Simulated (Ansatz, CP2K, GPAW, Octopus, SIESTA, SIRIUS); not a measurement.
**ZrS2: 6 runs at one level of theory**

```
CELL_PARAMETERS angstrom
3.69138 0.00000 0.00000
-1.84569 3.19683 0.00000
0.00000 0.00000 6.04108
ATOMIC_POSITIONS crystal
Zr 0.00000 0.00000 0.00000
S 0.33333 0.66667 0.23791
S 0.66667 0.33333 0.76209
```

The cell is a database's computed one, not the measured one.

Alike in all runs: task single point; functional PBEsol; k mesh 8 × 8 × 5; occupations fermi-dirac, width 0.05 eV; no spin polarisation; no spin-orbit coupling. Pressure is positive in compression and, in plane waves, holds the error of the finite cutoff.

```tsv
program and potentials	plane-wave cutoff (eV)	notes	pressure (GPa)	largest force (eV/Å)
Ansatz, all-electron LAPW, scalar-relativistic	-	-	-2.50	0.150
CP2K, POTENTIAL_UZH Zr GTH-PBE-q12, S GTH-PBE-q6; TZVP-MOLOPT-PBE-GTH basis	-	atomic basis; potentials made for PBE	-1.82	-
SIRIUS, PseudoDojo 0.4.1 PBEsol standard (scalar relativistic)	915	-	-2.48	0.143
Octopus, pseudodojo_pbesol (PseudoDojo 0.4, PBEsol)	-	-	-	0.140
SIESTA, files PseudoDojo sr-pbesol-0.4.1-standard, DZP (energy shift 0.003 Ry; two zetas on semicore shells)	-	atomic basis	-1.54	0.134
GPAW, PAW data sets generated for this functional	600	-	-2.79	0.173
```

Force on atom 2 (S), eV/Å:

```
                                                                                      program and potentials      x      y       z
                                                              Ansatz, all-electron LAPW, scalar-relativistic  0.000  0.000  -0.150
                                              SIRIUS, PseudoDojo 0.4.1 PBEsol standard (scalar relativistic)  0.000  0.000  -0.143
                                                         Octopus, pseudodojo_pbesol (PseudoDojo 0.4, PBEsol)  0.000  0.000  -0.140
SIESTA, files PseudoDojo sr-pbesol-0.4.1-standard, DZP (energy shift 0.003 Ry; two zetas on semicore shells)  0.000  0.000   0.134
                                                           GPAW, PAW data sets generated for this functional  0.000  0.000  -0.173
```

The pressure spans -2.79 (GPAW, PAW data sets generated for this functional) to -1.54 GPa (SIESTA, files PseudoDojo sr-pbesol-0.4.1-standard, DZP (energy shift 0.003 Ry; two zetas on semicore shells)), with all-electron results at -2.50. Rows in atomic bases carry the error of their basis and grid, which can be large.

The functional is the same throughout but for its coding, so the spread measures potentials, basis and numerics; runs on potential files found faulty are left out.
